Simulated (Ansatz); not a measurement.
## What a change of settings does to a run on Na$_{2}$S

The cell is COD entry 1011374, as deposited and not checked against the literature; nothing was relaxed.

First run: DFT, LDA, PAW with Ansatz's default frozen-core files, scalar-relativistic (Ansatz 0.2.0).

Command: `ansatz run input.yaml --threads 1 --pin off --max-ram 4096MiB --backend cpu --events-out ev --progress --plain --runs-dir out` The run took 3.1 s on 1 thread of Intel(R) Xeon(R) Processor @ 2.70GHz, with other jobs on the host, peak memory 0.36 GiB.

```yaml
crystal:
  lattice:
    - [0.0, 3.263, 3.263]
    - [3.263, 0.0, 3.263]
    - [3.263, 3.263, 0.0]
  atoms:
    - { symbol: Na, position: [0.25, 0.25, 0.25] }
    - { symbol: Na, position: [0.75, 0.75, 0.75] }
    - { symbol: S, position: [0.0, 0.0, 0.0] }
kpoints:
  mp_grid: { grid: [8, 8, 8] }
  band_path:
    path:
      - [0.0, 0.0, 0.0]
      - [0.5, 0.0, 0.5]
      - [0.625, 0.25, 0.625]
      - [0.375, 0.375, 0.75]
      - [0.0, 0.0, 0.0]
      - [0.5, 0.5, 0.5]
      - [0.5, 0.25, 0.75]
      - [0.5, 0.0, 0.5]
    npoints: 5
scf:
  occupations: { method: fermi_dirac, width: 0.02 }
hamiltonian:
  xc: lda
  pseudopotentials: { kind: paw }
output:
  forces: true
  stress: true
  eigenvalues: true
  efg: { contact_densities: true }
```

Result: converged; pressure -1.92 GPa; gap on the k mesh 2.27 eV; 6 SCF iterations.

A second input differs as follows:

```diff
@@ -9,5 +9,5 @@
     - { symbol: S, position: [0.0, 0.0, 0.0] }
 kpoints:
-  mp_grid: { grid: [8, 8, 8] }
+  mp_grid: { grid: [8, 8, 8], kspacing: 0.3 }
   band_path:
     path:
@@ -23,4 +23,5 @@
 scf:
   occupations: { method: fermi_dirac, width: 0.02 }
+  max_iter: 80
 hamiltonian:
   xc: lda
```

What is wrong with it, and what does the program do?

The fault is a mesh with a zero or a mesh and a spacing. The run refused before any iteration. The log ends:
```
Error: invalid value for `kpoints.mp_grid.kspacing`: mutually exclusive with `grid` — set one or the other
```
